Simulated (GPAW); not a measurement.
**PtS2 in GPAW: convergence with plane-wave cutoff (eV)**

The system is PtS2.

```
Pt S
1.0
     3.54320    0.00000    0.00000
    -1.77160    3.06850    0.00000
     0.00000    0.00000    5.03880
Pt S
1 2
Direct
  0.00000 0.00000 0.00000
  0.66667 0.33333 0.77300
  0.33333 0.66667 0.22700
```

| Property | Result |
| --- | --- |
| Program | GPAW 26.7.0 |
| Task | convergence study |
| Functional | LDA |
| Potentials or basis | the program's PAW data sets (release 1.2.1) made for this functional |
| Cutoff | 200 eV |
| Basis | pw |
| k mesh | 7 × 7 × 4 |
| Occupations | fermi-dirac, width 0.05 eV |
| Spin | no spin polarisation |

These are the settings of the first run; the series varies plane-wave cutoff (eV), with any setting tied to it.

Hardware: 1 thread of Arm Neoverse V2 (shared host).

The values tried are 200, 250, 300, 350, 400, 500, 600, 800, 1000, loosest first. From which on does the largest force stay within 0.005 eV/Å of the tightest run that finished?

From 400 on.

```tsv
plane-wave cutoff (eV)	energy less the tightest run, at zero smearing (meV/atom)	pressure (GPa)	largest force (eV/Å)	gap on the mesh (eV)	SCF cycles	CPU time (s)	peak memory (GiB)
200	392.41	0.83	0.800	0.749	10	5.7	0.13
250	263.42	-1.08	0.748	0.722	10	6.7	0.13
300	133.82	-0.69	0.745	0.717	10	8.4	0.14
350	58.23	0.97	0.755	0.704	11	9.8	0.14
400	25.01	2.22	0.763	0.700	11	14	0.15
500	8.46	2.99	0.764	0.699	11	16	0.16
600	4.79	3.06	0.764	0.698	11	24	0.17
800	1.18	3.11	0.764	0.697	11	33	0.2
1000	0.00	3.14	0.764	0.697	11	46	0.23
```

Against the tightest run, the pressure stays within 0.1 GPa from 600 on; the gap on the mesh stays within 0.01 eV from 350 on. Not settled before the last step: the energy (to 1 meV/atom). The tightest run that finished is the yardstick and may itself not be fully converged.

Caveat, for the tightest run too: spin-orbit coupling is left out, which moves the levels of the heavy elements; an odd mesh through Γ misses points on the zone boundary, where band edges often lie.
